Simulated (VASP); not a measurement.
# H₂O, nudged elastic band: which settings are enough?

H₂O, molecule in box, 3 atoms in the cell. PBE with D4, nudged elastic band; PAW potentials O, H (PBE set). VASP 6.6.1.

Wanted: barrier within 0.02 eV.

Path: H2O through the linear form; Moving images: 3.

The series start from Cutoff ENCUT (eV): 400; SCF threshold EDIFF (eV): 1e-5; PREC: Normal; LREAL: no. Each series keeps the choices made before it, and each single choice may use up half of a tolerance. Times cover all steps of a run.

## Cutoff ENCUT (eV)

| Cutoff ENCUT (eV) | Barrier (eV) | Time (s) |
|---|---|---|
| 350 | 1.261 | 14 |
| 400 | 1.261 | 14 |
| 450 | 1.263 | 18 |
| 500 | 1.265 | 25 |
| 550 | 1.265 | 23 |
| 600 (reference) | 1.265 | 22 |

## SCF threshold EDIFF (eV)

| SCF threshold EDIFF (eV) | Barrier (eV) | Time (s) |
|---|---|---|
| 0.001 | 1.261 | 10 |
| 0.0001 | 1.261 | 11 |
| 1e-5 | 1.261 | 14 |
| 1e-6 (reference) | 1.261 | 17 |

## PREC

| PREC | Barrier (eV) | Time (s) |
|---|---|---|
| Normal | 1.261 | 10 |
| Accurate | 1.261 | 17 |

## LREAL

| LREAL | Barrier (eV) | Time (s) |
|---|---|---|
| no | 1.261 | 10 |
| Auto | 1.261 | 11 |

## Question

The rows run from the loosest to the tightest (no order: PREC, LREAL). For each series: choose the loosest value from which every tighter one stays within half of the tolerance; where there is no order, keep the first row unless others stay within half of the tolerance and take at least 30 % less time, and then take the fastest.

## Answer

- Cutoff ENCUT (eV): 350
- SCF threshold EDIFF (eV): 0.001
- PREC: Normal
- LREAL: no

## All choices together

| Input | Barrier (eV) | Time (s) |
|---|---|---|
| chosen settings | 1.261 | 10 |
| reference settings throughout | 1.265 | 24 |

The tolerance is met.

## The input

INCAR.step1:
```
ALGO = Normal ; EDIFF = 0.001
EDIFFG = -0.02 ; ENCUT = 350
GGA = PE ; IBRION = 2
ISIF = 2 ; ISMEAR = 0
ISYM = 0 ; IVDW = 13
LASPH = True ; LCHARG = False
LREAL = False ; LWAVE = False
NELM = 100 ; NSW = 100
POTIM = 0.5 ; PREC = Normal
SIGMA = 0.01
```

INCAR.step3, as INCAR.step1 but for:
```
- EDIFFG = -0.02
- IBRION = 2
- ISIF = 2
- NSW = 100
- POTIM = 0.5
+ EDIFFG = -0.05
+ IBRION = 1
+ IMAGES = 3
+ NSW = 200
+ POTIM = 0.3
+ SPRING = -5
```

KPOINTS:
```
k-points
0
Gamma
  1 1 1
```

00/POSCAR:
```
H2O
1.0
    8.0000000000      0.0000000000      0.0000000000
    0.0000000000      6.5000000000      0.0000000000
    0.0000000000      0.0000000000      8.0000000000
O H
1 2
Direct
    0.4999999935      0.5000000085      0.4502854974
    0.5960099956      0.4999999952      0.5248572528
    0.4039900109      0.4999999963      0.5248572497
```

01/POSCAR:
```
H2O
1.0
    8.0000000000      0.0000000000      0.0000000000
    0.0000000000      6.5000000000      0.0000000000
    0.0000000000      0.0000000000      8.0000000000
O H
1 2
Direct
    0.4999999971      0.5000000048      0.4718584067
    0.6134818016      0.4999999973      0.5140707973
    0.3865182013      0.4999999979      0.5140707959
```

02/POSCAR:
```
H2O
1.0
    8.0000000000      0.0000000000      0.0000000000
    0.0000000000      6.5000000000      0.0000000000
    0.0000000000      0.0000000000      8.0000000000
O H
1 2
Direct
    0.5000000000      0.5000000000      0.5000000000
    0.6212500000      0.5000000000      0.5000000000
    0.3787500000      0.5000000000      0.5000000000
```

03/POSCAR:
```
H2O
1.0
    8.0000000000      0.0000000000      0.0000000000
    0.0000000000      6.5000000000      0.0000000000
    0.0000000000      0.0000000000      8.0000000000
O H
1 2
Direct
    0.5000000063      0.4999999999      0.5281414804
    0.6134817915      0.5000000003      0.4859292607
    0.3865182023      0.4999999998      0.4859292588
```

04/POSCAR:
```
H2O
1.0
    8.0000000000      0.0000000000      0.0000000000
    0.0000000000      6.5000000000      0.0000000000
    0.0000000000      0.0000000000      8.0000000000
O H
1 2
Direct
    0.5000000140      0.4999999999      0.5497143165
    0.5960100457      0.5000000005      0.4751428440
    0.4039899403      0.4999999996      0.4751428394
```

POSCAR.step1:
```
H2O
1.0
    8.0000000000      0.0000000000      0.0000000000
    0.0000000000      6.5000000000      0.0000000000
    0.0000000000      0.0000000000      8.0000000000
O H
1 2
Direct
    0.5000000000      0.5000000000      0.4505124365
    0.5958711108      0.5000000000      0.5247437817
    0.4041288892      0.5000000000      0.5247437817
```

POSCAR.step2:
```
H2O
1.0
    8.0000000000      0.0000000000      0.0000000000
    0.0000000000      6.5000000000      0.0000000000
    0.0000000000      0.0000000000      8.0000000000
O H
1 2
Direct
    0.5000000000      0.5000000000      0.5494875635
    0.5958711108      0.5000000000      0.4752562183
    0.4041288892      0.5000000000      0.4752562183
```

Commands (each step's output is kept before the next begins):
```
cat potpaw_PBE.64/O/POTCAR potpaw_PBE.64/H/POTCAR > POTCAR
cp INCAR.step1 INCAR
cp POSCAR.step1 POSCAR
mpirun -np 2 vasp_gam > vasp.out
cp POSCAR.step2 POSCAR
mpirun -np 2 vasp_gam > vasp.out
# 00 and 04 hold the relaxed ends, the second shifted as a whole so that the mean position stays; the images between are interpolated (pair-distance (IDPP), through a guessed midpoint)
cp INCAR.step3 INCAR
mpirun -np 3 vasp_gam > vasp.out
```

The chosen input took VASP 6.6.1 10 s on 3 cores (Intel Xeon 6975P-C (Granite Rapids)), a shared host.
